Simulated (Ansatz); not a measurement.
Wanted: the native input for an Ansatz 0.2.0 run.

| Property | Result |
| --- | --- |
| Task | relaxation of cell and atoms |
| Functional | PBEsol |
| Potentials or basis | Ansatz PAW |
| Cutoff | 420 eV (not typed: the program's choice for these potentials) |
| k mesh | 10 × 10 × 3 |
| Occupations | fermi-dirac, width 0.05 eV |
| Spin | no spin polarisation |

Mg:

```
CELL_PARAMETERS angstrom
3.17683 0.00000 0.00000
-1.58841 2.75121 0.00000
0.00000 0.00000 10.31886
ATOMIC_POSITIONS crystal
Mg 0.66667 0.33333 0.75000
Mg 0.00000 0.00000 0.50000
Mg 0.33333 0.66667 0.25000
Mg 0.00000 0.00000 0.00000
```

The input as run:

input.yaml

```yaml
crystal:
  lattice:
    - [3.1768261656, 0.0, 0.0]
    - [-1.5884130828, 2.7512121628, 0.0]
    - [0.0, 0.0, 10.31886201]
  atoms:
    - { symbol: Mg, position: [0.6666666667, 0.3333333333, 0.75] }
    - { symbol: Mg, position: [0.0, 0.0, 0.5] }
    - { symbol: Mg, position: [0.3333333333, 0.6666666667, 0.25] }
    - { symbol: Mg, position: [0.0, 0.0, 0.0] }
hamiltonian:
  xc: pbesol
  pseudopotentials: { kind: paw }
kpoints:
  mp_grid: { grid: [10, 10, 3] }
scf:
  occupations: { method: fermi_dirac, width: 0.05 }
output:
  forces: true
  stress: true
relax:
  f_tol: 0.01
  max_steps: 40
  cell: { stress_tol: 0.05 }
```

Potentials or basis: Ansatz PAW.

Command:

```bash
$ ansatz run input.yaml --threads 2 --pin off --max-ram 5632MiB --backend cpu --events-out ev --progress --plain --runs-dir out
```

Results of the run:

```
Relaxed volume                         : 22.66 Å³/atom
Relaxed cell                           : a = 3.165 Å, b = 3.165 Å, c = 10.446 Å, α = 90.00°, β = 90.00°, γ = 120.00°
Space group after relaxing (to 0.05 Å) : P6_3/mmc (No. 194)
Energy gained by relaxing              : 0.8 meV/atom
Ionic steps                            : 5
Pressure after relaxing                : 0.0 GPa
```

Caveat: the plane-wave basis is chosen anew once the cell has moved, so the energies of steps on either side of that aren't comparable; the PAW data sets come from PBE, with cores solved anew for the run's functional, which leaves a small shift of forces and pressure.

It took 2.5 s on 2 threads of Intel(R) Xeon(R) 6975P-C (Granite Rapids), with other jobs on the host, peak memory 0.41 GiB.
